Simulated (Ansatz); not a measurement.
Crystal: Te.

```xyz
3
Lattice="3.8203 -2.1482 0.0000 3.8203 2.1482 0.0000 -0.0943 0.0000 5.9761" Properties=species:S:1:pos:R:3 pbc="T T T"
Te    0.0000    0.0000    0.0000
Te    2.3324    0.0000    2.0248
Te    5.2139    0.0000    3.9513
```

This isn't the form of Te at room conditions, which is trigonal, of chains.

Base run:

| Property | Result |
| --- | --- |
| Program | Ansatz 0.2.0 |
| Functional | PBEsol |
| Potentials or basis | all-electron LAPW, scalar-relativistic |
| Cutoff | 200 eV |
| Density cutoff | 800 eV |
| Basis error allowed | 0.001 eV/atom |
| k mesh | 7 × 7 × 5 |
| Occupations | fermi-dirac, width 0.05 eV |
| Spin | no spin polarisation |

Its results: pressure -1.9 GPa; largest force 0.085 eV/Å.

Problem. The run is repeated on the same cell with these changes: functional from PBEsol to LDA; basis error allowed from 0.001 eV/atom to 0.002 eV/atom. What comes out?

Solution. Pressure -2.8 GPa; largest force 0.063 eV/Å.

Not every run made on this cell is shown here.
